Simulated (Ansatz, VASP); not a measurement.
**ZrB2 in VASP and in Ansatz**

Contents of INCAR:

```
SYSTEM = ZrB2
  PREC = Accurate
  ENCUT = 600
  EDIFF = 1E-6
  ISMEAR = 0
  SIGMA = 0.1
  LREAL = .False.
  LASPH = .True.
  NELM = 100
  ALGO = Normal
  ISIF = 3
  LWAVE = .False.
  LCHARG = .False.
  GGA = PE
  IVDW = 12
  IBRION = 2
  NSW = 70
  EDIFFG = -0.02
```

The input KPOINTS:

```
Automatic mesh
0
Gamma
  18 18 14
  0 0 0
```

POSCAR

```
ZrB2
1.0
    3.1675250000      0.0000000000      0.0000000000
   -1.5837620000      2.7431570000      0.0000000000
    0.0000000000      0.0000000000      3.5523880000
Zr B
1 2
Direct
    0.0000000000      0.0000000000      0.0000000000
    0.3333330000      0.6666670000      0.5000000000
    0.6666670000      0.3333330000      0.5000000000
```

Input for Ansatz:

```yaml
crystal:
  lattice:
    - [3.16752458, 0.0, 0.0]
    - [-1.58376229, 2.74315691, 0.0]
    - [0.0, 0.0, 3.55238795]
  atoms:
    - { symbol: Zr, position: [0.0, 0.0, 0.0] }
    - { symbol: B, position: [0.33333334, 0.66666669, 0.5] }
    - { symbol: B, position: [0.66666669, 0.33333334, 0.5] }
basis:
  ecutwfc: 420
kpoints:
  mp_grid: { grid: [18, 18, 14] }
hamiltonian:
  xc: pbe
  dispersion: d3bj
scf:
  occupations: { method: gaussian, width: 0.1 }
output:
  forces: true
  stress: true
  eigenvalues: true
relax:
  adjacent_minimum: "off"
  f_tol: 0.02
  max_steps: 50
  cell: { stress_tol: 0.1 }
```

The cell is a database's computed one.

Alike in both runs: task relaxation of cell and atoms; functional PBE; dispersion D3(BJ); k mesh 18 × 18 × 14; occupations gaussian, width 0.1 eV; no spin polarisation.

```csv
,VASP,Ansatz
version,VASP 6.6.1,Ansatz 0.2.0
potentials or method,"VASP PAW PBE potentials, release 64 (Zr_sv, B)","scalar-relativistic, plane waves, PAW"
plane-wave cutoff (eV),600,420
valence electrons in the cell,18,18
```

Ansatz gave:

```
gap on the k mesh at the Fermi level, each at its own relaxed structure (eV) : none
relaxed volume (Å³/atom)                                                     : 10.02
relaxed cell length with the largest relative difference (Å)                 : 3.509
energy change over the relaxation (meV/atom)                                 : -6
```

Question: Estimate VASP's values.

Answer: gap on the k mesh at the Fermi level, each at its own relaxed structure (eV): none; relaxed volume (Å³/atom): 10.02; relaxed cell length with the largest relative difference (Å): 3.509; energy change over the relaxation (meV/atom): -5.

A gap of «none» marks a metal or a gap that the smearing closes. Ansatz warned: «structure_snapped_to_symmetry».

Caveats: pairwise dispersion overbinds metals, which lowers pressure and volume.
